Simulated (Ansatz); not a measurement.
WSe₂: from supercell energies to defect levels (H interstitial)

Level of theory: Ansatz 0.2.0, DFT PBE, scalar-relativistic, plane waves, PAW. Run with 420 eV cutoff, 2×2×2 k-mesh, Gaussian smearing of 0.01 eV, collinear spin in charge 0 alone.

Host crystal, relaxed:

```
W Se
1.0
     3.32099    0.00000    0.00000
    -1.66049    2.87606    0.00000
     0.00000    0.00000   15.04384
W Se
2 4
Direct
  0.66667 0.33333 0.75000
  0.33333 0.66667 0.25000
  0.33333 0.66667 0.86154
  0.66667 0.33333 0.36154
  0.33333 0.66667 0.63846
  0.66667 0.33333 0.13846
```

The H interstitial was set at (0.000, 0.000, 0.000) of the host cell, in a supercell of 42 sites (1006 Å³), relaxed at fixed cell in each charge q. The host's Kohn–Sham gap is 1.45 eV and its static dielectric constant 10.3 (mean). For each charge: the supercell's free energy over the neutral one with q electrons exchanged at the valence band top, F(q) − F(0) + qE_v; the image-charge term; and the term that aligns the potential far from the defect with the host's.

Spin-orbit coupling is left out, which matters for the bands and energies of heavy elements.

| q | F(q) − F(0) + qE_v (eV) | image charge (eV) | alignment (eV) |
| --- | --- | --- | --- |
| +1 | -0.012 | 0.049 | -0.177 |
| 0 | 0.000 | 0.000 | 0.000 |
| -1 | 0.761 | 0.049 | -0.205 |

Question: Add the terms and find the levels between neighbouring charges, ε(q/q′) = [A(q′) − A(q)]/(q − q′), with and without the two corrections.

Answer: A(q): -0.140 eV for +1, 0.000 eV for 0, 0.604 eV for -1.
```tsv
level	corrected (eV over E_v)	uncorrected (eV)
(+1/0)	0.14	0.01
(0/-1)	0.60	0.76
```

As a check, a point charge in a simple cubic cell of this volume has q²αe²/(2εL) = 0.198 q² eV (e² = 14.40 eV Å, α = 2.837, L = 10.02 Å); the shape of the real cell and the anisotropy of ε can change it somewhat. The term grows as q², so it pushes donor levels down and acceptor levels up. The program doubts the alignment for q = +1, -1, so levels beside it are uncertain by about that term.

Question: Which of these charges is lowest with the Fermi level at the valence band top, at mid-gap and at the conduction band bottom?

Answer: The line A(q) + qE_F that lies lowest gives the charge: +1 at E_F = 0.00 eV, -1 at E_F = 0.72 eV, -1 at E_F = 1.45 eV. Without the alignment that the program doubts, the level (+1/0) would lie at -0.04 eV, outside the gap, so these runs don't decide whether the defect changes charge there. Charges beyond those computed could lie lower near the band edges.

Question: The neutral defect forms at 2.18 eV with atoms taken from and returned to the elements. What are the formation energies at those three Fermi levels, and what share of sites would hold the defect at 1200 K with E_F at mid-gap, if the host still stood at that temperature?

Answer: E_f = E_f(0) + A(q) + qE_F = 2.04, 2.06, 1.33 eV. In the dilute limit the share is exp(−E_f/k_BT) = exp(−2.057/0.1034) = 2.3×10⁻⁹, leaving out degeneracy and vibrational entropy. This is the H-rich limit; a poorer supply of H, or a competing compound of it, raises E_f. The small cell and the narrow Kohn–Sham gap leave errors of tenths of an eV or more, which change the share by orders of magnitude.